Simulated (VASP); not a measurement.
Wanted: the native input for a VASP 6.6.1 run.

| Quantity | Value |
| --- | --- |
| Task | relaxation of the atoms |
| Functional | PBE |
| Potentials or basis | VASP PAW PBE potentials, release 64 (Al) |
| Cutoff | 600 eV |
| k mesh | 16 × 16 × 16 |
| Occupations | methfessel-paxton, width 0.1 eV |
| Spin | no spin polarisation |
| Further INCAR settings | ALGO = Fast; EDIFF = 1e-07; IBRION = 2; EDIFFG = -0.01; NSW = 40 |

The structure of Al lies in POSCAR:

```
Al                                      
1.0
    0.0000000000      2.0462187113      2.0462187113
    2.0462187113      0.0000000000      2.0462187113
    2.0462187113      2.0462187113      0.0000000000
  Al            
     1
Direct
     0.0000000000000000    0.0000000000000000    0.0000000000000000
```

The cell isn't the ideal one: a relaxed cell with its volume scaled by 1.04.

These files were run (other wordings do the same):

INCAR

```
ALGO = Fast
EDIFF = 1E-7
EDIFFG = -0.01
ENCUT = 600
GGA = PE
IBRION = 2
ISIF = 2
ISMEAR = 1
LASPH = True
LCHARG = False
LREAL = False
LWAVE = False
NELM = 80
NSW = 40
PREC = Accurate
SIGMA = 0.1
```

KPOINTS

```
k-points
0
Gamma
  16 16 16
```

Potentials or basis: VASP PAW PBE potentials, release 64 (Al).

Launch:

```bash
$ cat potpaw_PBE.64/Al/POTCAR > POTCAR
$ mpirun -np 1 vasp_std > vasp.out
```

Results of the run:

- Pressure after relaxing: -2.9 GPa
- Band gap on the k mesh: none (metal or under the smearing width)

Caveat: the relaxation stopped at its first step, so nothing moved.

Run time: 4.3 s on 1 thread of Intel(R) Xeon(R) 6975P-C (Granite Rapids), on a shared host, peak memory 0.14 GiB.
